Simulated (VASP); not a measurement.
# SnTe (rocksalt): a r²SCAN single-point calculation in VASP

INCAR

```
NELM = 120
LELF = .TRUE.
SIGMA = 0.02
NBANDS = 17
ISMEAR = -1
LCHARG = .TRUE.
NSW = 0
LREAL = .FALSE.
EDIFF = 1E-7
ENCUT = 520
ALGO = Normal
ISIF = 2
IBRION = -1
LWAVE = .FALSE.
METAGGA = R2SCAN
LASPH = .TRUE.
PREC = Accurate
```

KPOINTS

```
KPOINTS created by Atomic Simulation Environment
0
Gamma
8 8 8
0 0 0
```

KPOINTS_OPT

```
special points
7
Reciprocal
0.0000000000 0.0000000000 0.0000000000 1
0.5000000000 0.0000000000 0.5000000000 1
0.6250000000 0.2500000000 0.6250000000 1
0.3750000000 0.3750000000 0.7500000000 1
0.5000000000 0.5000000000 0.5000000000 1
0.5000000000 0.2500000000 0.7500000000 1
0.0000000000 0.0000000000 0.5000000000 1
```

POSCAR

```
Sn Te
 1.0000000000000000
    -0.0000000000000000    3.1893303454483544    3.1893303454483544
     3.1893303454483544   -0.0000000000000000    3.1893303454483544
     3.1893303454483544    3.1893303454483544   -0.0000000000000000
 Sn  Te
   1   1
Cartesian
  0.0000000000000000 -0.0000000000000000 -0.0000000000000000
  3.1893303454483544  3.1893303454483544  3.1893303454483544
```

VASP ran with the recommended PBE PAW datasets (20 valence electrons in the cell).

Command

```
mpirun -np 1 vasp_std
```

OSZICAR

```
N       E                     dE             d eps       ncg     rms          rms(c)
DAV:   1     0.822182463786E+02    0.82218E+02   -0.96224E+03   988   0.138E+03
DAV:   2    -0.412271726364E+02   -0.12345E+03   -0.12070E+03  1018   0.338E+02
DAV:   3    -0.534275802508E+02   -0.12200E+02   -0.12113E+02  1229   0.934E+01
DAV:   4    -0.537841071614E+02   -0.35653E+00   -0.35624E+00  1172   0.165E+01
DAV:   5    -0.537979599762E+02   -0.13853E-01   -0.13852E-01  1444   0.321E+00    0.430E+00
DAV:   6    -0.506823613017E+02    0.31156E+01   -0.69804E-01  1256   0.117E+01    0.312E+00
DAV:   7    -0.506821133012E+02    0.24800E-03   -0.97534E-02  1156   0.210E+00    0.100E+00
DAV:   8    -0.506856520860E+02   -0.35388E-02   -0.74338E-03  1225   0.652E-01    0.495E-01
DAV:   9    -0.506861656576E+02   -0.51357E-03   -0.12514E-03  1184   0.202E-01    0.158E-01
DAV:  10    -0.506862340235E+02   -0.68366E-04   -0.12735E-04  1318   0.108E-01    0.589E-02
DAV:  11    -0.506862585529E+02   -0.24529E-04   -0.54884E-05  1222   0.651E-02    0.339E-02
DAV:  12    -0.506862581674E+02    0.38556E-06   -0.59177E-06  1282   0.355E-02    0.101E-02
DAV:  13    -0.506862586363E+02   -0.46891E-06   -0.13331E-06  1263   0.128E-02    0.252E-03
DAV:  14    -0.506862584641E+02    0.17219E-06   -0.62200E-08   653   0.319E-03    0.718E-04
DAV:  15    -0.506862583432E+02    0.12089E-06   -0.30747E-08   572   0.130E-03    0.232E-04
DAV:  16    -0.506862583485E+02   -0.52723E-08   -0.49411E-09   540   0.668E-04
   1 F= -.50686258E+02 E0= -.50686220E+02  d E =-.769784E-04
       N       E                     dE             ncg
DAV:   1     0.944706303304E+03   -0.37173E+04      238
DAV:   2     0.724854535931E+02   -0.87222E+03      262
DAV:   3    -0.128659537155E+02   -0.85351E+02      302
DAV:   4    -0.153452212111E+02   -0.24793E+01      306
DAV:   5    -0.154438754041E+02   -0.98654E-01      361
DAV:   6    -0.154455828237E+02   -0.17074E-02      280
DAV:   7    -0.154456190163E+02   -0.36193E-04      353
DAV:   8    -0.154456193466E+02   -0.33033E-06      306
DAV:   9    -0.154456193507E+02   -0.41077E-08      227
```

From OUTCAR

```
k-points           NKPTS =     29   k-points in BZ     NKDIM =     29   number of bands    NBANDS=     17

   NELECT =      20.0000    total number of electrons

   dimension x,y,z NGX =    36 NGY =   36 NGZ =   36
   dimension x,y,z NGXF=    72 NGYF=   72 NGZF=   72

  energy-cutoff  :      520.00
  volume of cell :       64.88
      direct lattice vectors                 reciprocal lattice vectors
     0.000000000  3.189330345  3.189330345    -0.156772722  0.156772722  0.156772722
     3.189330345  0.000000000  3.189330345     0.156772722 -0.156772722  0.156772722
     3.189330345  3.189330345  0.000000000     0.156772722  0.156772722 -0.156772722

 k-points in reciprocal lattice and weights: KPOINTS created by Atomic Simulation Env
   0.00000000  0.00000000  0.00000000       0.002
   0.12500000  0.00000000  0.00000000       0.016
   0.25000000  0.00000000  0.00000000       0.016
   0.37500000  0.00000000  0.00000000       0.016
   0.50000000  0.00000000  0.00000000       0.008
   0.12500000  0.12500000  0.00000000       0.012
   0.25000000  0.12500000  0.00000000       0.047
   0.37500000  0.12500000  0.00000000       0.047
   ...

 E-fermi :   6.6294

 k-point     1 :       0.0000    0.0000    0.0000
  band No.  band energies     occupation
      1     -16.1850      2.00000
      2     -16.1850      2.00000
      3     -16.1765      2.00000
      4     -16.1765      2.00000
      5     -16.1765      2.00000
      6      -6.6566      2.00000
      7       1.6745      2.00000
      8       4.1815      2.00000
      9       4.1815      2.00000
     10       4.1815      2.00000
     11       9.9210      0.00000
     12       9.9210      0.00000
     13       9.9210      0.00000
     14      11.5995      0.00000
     15      11.5995      0.00000
     16      11.5995      0.00000
     17      13.5861      0.00000

 k-point     2 :       0.1250    0.0000    0.0000
  band No.  band energies     occupation
      1     -16.1855      2.00000
      2     -16.1855      2.00000
      3     -16.1763      2.00000
      4     -16.1757      2.00000
      5     -16.1757      2.00000
      6      -6.5249      2.00000
      7       0.9358      2.00000
      8       4.2092      2.00000
      9       4.2092      2.00000
     10       4.7251      2.00000
     11       9.2364      0.00000
     12       9.2364      0.00000
     13       9.3105      0.00000
     14      11.5496      0.00000
     15      11.9211      0.00000
     16      11.9211      0.00000
     17      14.5657      0.00000

 k-point     3 :       0.2500    0.0000    0.0000
  band No.  band energies     occupation
      1     -16.1872      2.00000
      2     -16.1872      2.00000
      3     -16.1757      2.00000
      4     -16.1737      2.00000
      5     -16.1737      2.00000
      6      -6.1555      2.00000
      7      -0.3704      2.00000
      8       4.3024      2.00000
      9       4.3024      2.00000
     10       5.4945      2.00000
     11       8.1201      0.00000
     12       8.1201      0.00000
     13       8.2601      0.00000
     14      11.9795      0.00000
     15      12.8177      0.00000
     16      12.8177      0.00000
     17      16.6077      0.00000

 k-point     4 :       0.3750    0.0000    0.0000
  band No.  band energies     occupation
      1     -16.1890      2.00000
      2     -16.1890      2.00000
      3     -16.1752      2.00000
      4     -16.1714      2.00000
      5     -16.1714      2.00000
      6      -5.6633      2.00000
      7      -1.5303      2.00000
      8       4.4515      2.00000
      9       4.4515      2.00000
     10       6.0728      2.00000
     11       7.2453      0.00000
     12       7.2454      0.00000
     13       7.3385      0.00000
     14      13.2046      0.00000
     15      14.2128      0.00000
     16      14.2128      0.00000
     17      17.1422      0.00000

 k-point     5 :       0.5000    0.0000    0.0000
  band No.  band energies     occupation
      1     -16.1898      2.00000
      2     -16.1898      2.00000
      3     -16.1750      2.00000
      4     -16.1704      2.00000
      5     -16.1704      2.00000
      6      -5.3881      2.00000
      7      -2.0416      2.00000
      8       4.5411      2.00000
      9       4.5411      2.00000
     10       6.5575      1.94656
     11       6.7013      0.05344
     12       6.9004      0.00000
     13       6.9004      0.00000
     14      14.6834      0.00000
     15      15.5320      0.00000
     16      15.6909      0.00000
     17      15.6909      0.00000

 k-point     6 :       0.1250    0.1250    0.0000
  band No.  band energies     occupation
      1     -16.1871      2.00000
      2     -16.1843      2.00000
      3     -16.1770      2.00000
      4     -16.1751      2.00000
      5     -16.1751      2.00000
      6      -6.4815      2.00000
      7       0.8771      2.00000
      8       3.8928      2.00000
      9       3.8928      2.00000
     10       5.3290      2.00000
     11       7.9847      0.00000
     12      10.0042      0.00000
     13      10.0042      0.00000
     14      10.8286      0.00000
     15      12.4484      0.00000
     16      12.4484      0.00000
     17      13.7697      0.00000

 k-point     7 :       0.2500    0.1250    0.0000
  band No.  band energies     occupation
      1     -16.1893      2.00000
      2     -16.1847      2.00000
      3     -16.1768      2.00000
      4     -16.1736      2.00000
      5     -16.1732      2.00000
      6      -6.1924      2.00000
      7      -0.0132      2.00000
      8       3.7230      2.00000
      9       3.8633      2.00000
     10       5.5710      2.00000
     11       7.4012      0.00000
     12       9.4925      0.00000
     13       9.5471      0.00000
     14      10.7946      0.00000
     15      13.2370      0.00000
     16      13.3986      0.00000
     17      14.9476      0.00000

 k-point     8 :       0.3750    0.1250    0.0000
  band No.  band energies     occupation
      1     -16.1910      2.00000
      2     -16.1865      2.00000
      3     -16.1758      2.00000
      4     -16.1721      2.00000
      5     -16.1710      2.00000
      6      -5.7354      2.00000
      7      -1.1191      2.00000
      8       3.7684      2.00000
      9       3.9171      2.00000
     10       5.1035      2.00000
     11       7.7118      0.00000
     12       8.5183      0.00000
     13       8.8081      0.00000
     14      11.5513      0.00000
     15      14.4127      0.00000
     16      14.7724      0.00000
     17      16.8320      0.00000

 k-point     9 :       0.5000    0.1250    0.0000
  band No.  band energies     occupation
      1     -16.1913      2.00000
      2     -16.1884      2.00000
      3     -16.1746      2.00000
      4     -16.1711      2.00000
      5     -16.1700      2.00000
      6      -5.3549      2.00000
      7      -1.8498      2.00000
      8       3.6102      2.00000
      9       4.0396      2.00000
     10       5.1731      2.00000
     11       7.6710      0.00000
     12       7.7035      0.00000
     13       8.6395      0.00000
     14      13.0139      0.00000
     15      15.1888      0.00000
     16      15.7572      0.00000
     17      16.0774      0.00000

 k-point    10 :      -0.3750    0.1250    0.0000
  band No.  band energies     occupation
      1     -16.1900      2.00000
      2     -16.1892      2.00000
      3     -16.1745      2.00000
      4     -16.1710      2.00000
      5     -16.1710      2.00000
      6      -5.4467      2.00000
      7      -1.7041      2.00000
      8       3.2815      2.00000
      9       4.4456      2.00000
     10       5.7056      2.00000
     11       7.1525      0.00000
     12       7.2524      0.00000
     13       9.1609      0.00000
     14      13.2176      0.00000
     15      14.0711      0.00000
     16      15.1276      0.00000
     17      16.5707      0.00000

 k-point    11 :      -0.2500    0.1250    0.0000
  band No.  band energies     occupation
      1     -16.1887      2.00000
      2     -16.1876      2.00000
      3     -16.1752      2.00000
      4     -16.1731      2.00000
      5     -16.1720      2.00000
      6      -5.8968      2.00000
      7      -0.8281      2.00000
      8       3.2388      2.00000
      9       4.6916      2.00000
     10       6.1052      2.00000
     11       7.1451      0.00000
     12       7.2294      0.00000
     13       9.7705      0.00000
     14      12.0138      0.00000
     15      12.7510      0.00000
     16      14.7932      0.00000
     17      15.5924      0.00000

 ...

  Total       -0.0408540     -0.0408540     -0.0408540      0.0000000      0.0000000      0.0000000
  in kB       -1.0088258     -1.0088258     -1.0088258      0.0000000      0.0000000      0.0000000
  external PRESSURE =      -1.0088258 kB  Pullay stress =       0.0000000 kB

 POSITION                                       TOTAL-FORCE (eV/Angst)
 -----------------------------------------------------------------------------------
      0.00000      0.00000      0.00000         0.000000      0.000000      0.000000
      3.18933      3.18933      3.18933         0.000000      0.000000      0.000000
 -----------------------------------------------------------------------------------
    total drift:                               -0.000000      0.000000      0.000000

  FREE ENERGIE OF THE ION-ELECTRON SYSTEM (eV)
  ---------------------------------------------------
  free  energy   TOTEN  =       -50.6862583485 eV

  energy  without entropy=      -50.6861813701  energy(sigma->0) =      -50.68621986
```

```json
{"gap between bands v and c": "0.14 eV", "least direct gap": "0.14 eV", "pressure": "-0.1 GPa"}
```

Band v is the last that the valence electrons fill when counted band by band, and c is the next.

The run took about 2.3 min on one core of a shared host (Intel Xeon Platinum 8488C) and held 0.22 GiB at most.
